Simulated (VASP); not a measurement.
Set up this calculation in VASP 6.6.1, as the native input.

| Item | Value |
| --- | --- |
| Task | single point |
| Functional | PBEsol |
| Potentials or basis | VASP PAW PBE potentials, release 64 (Be) |
| Cutoff | 520 eV |
| k mesh | 29 × 29 × 29 |
| Occupations | fermi-dirac, width 0.1 eV |
| Spin | no spin polarisation |
| Dipole correction | no |
| Further INCAR settings | ALGO = Normal; EDIFF = 1e-07; NBANDS = 7 |

The structure of Be lies in POSCAR:

```
Be
1.0
   -1.2468876499      1.2468876499      1.2468876499
    1.2468876499     -1.2468876499      1.2468876499
    1.2468876499      1.2468876499     -1.2468876499
Be
1
Direct
    0.0000000000      0.0000000000      0.0000000000
```

This isn't the form of Be at room conditions, which is hcp.

These files were run (other wordings do the same):

INCAR

```
SYSTEM = Be
  PREC = Accurate
  ENCUT = 520
  EDIFF = 1E-7
  ISMEAR = -1
  SIGMA = 0.1
  LREAL = .FALSE.
  LASPH = .TRUE.
  NELM = 100
  ALGO = Normal
  ISIF = 2
  LWAVE = .FALSE.
  LCHARG = .TRUE.
  GGA = PS
  LELF = .TRUE.
  LVHAR = .TRUE.
  NBANDS = 7
```

KPOINTS

```
regular mesh
0
G
  29 29 29
  0 0 0
```

Potentials or basis: VASP PAW PBE potentials, release 64 (Be).

Run with:

```console
$ cat potpaw_PBE.64/Be/POTCAR > POTCAR
$ mpirun -np 1 vasp_std > vasp.out
```

Results of the run:

- Pressure: 0.3 GPa
- Band gap on the k mesh: none (metal or under the smearing width)

Caveat: the PAW data sets were made with another functional, which shifts forces and pressure a little.

Run time: 13 s on 1 thread of AMD EPYC 9R45 (Zen 5) (shared host), peak memory 0.1 GiB.
